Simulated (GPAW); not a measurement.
Y:

```
CELL_PARAMETERS angstrom
3.64740 0.00000 0.00000
-1.82370 3.15874 0.00000
0.00000 0.00000 5.73060
ATOMIC_POSITIONS crystal
Y 0.66667 0.33333 0.75000
Y 0.33333 0.66667 0.25000
```

Program: GPAW 26.7.0. Alike in all runs: task band structure; spin SOC, no magnetisation; cell as given; cutoff (eV) 600; smearing fermi-dirac 0.05 eV.

Question: Order these runs on this cell by their pressure, lowest first.
A. level LDA; potentials or basis the program's PAW data sets (release 1.2.1) made for this functional, pw; k mesh 8 × 8 × 5; band points 100; spin axis theta (degrees) 0; spin axis phi (degrees) 0
B. level PBEsol; potentials or basis PAW data sets generated in the run's folder for this functional, pw; k mesh 6 × 6 × 4; band points 80; spin axis theta (degrees) 90; spin axis phi (degrees) 45
C. level TASK; potentials or basis GPAW PAW data sets (gpaw-data 1.2.1), pw; k mesh 6 × 6 × 4; band points 100; spin axis theta (degrees) 90; spin axis phi (degrees) 0
D. level rSCAN; potentials or basis GPAW PAW data sets (gpaw-data 1.2.1), pw; k mesh 6 × 6 × 4; band points 80; spin axis theta (degrees) 90; spin axis phi (degrees) 45

Answer: A (-3.8 GPa), B (-2.0 GPa), D (0.4 GPa), C (5.0 GPa).

Caveats: spin-orbit coupling was added after a scalar SCF, so levels and gaps hold it while energy, forces, pressure and moments don't; the PAW data sets were made with another functional, which shifts forces and pressure a little (some runs).

Not every run made on this cell is shown here.
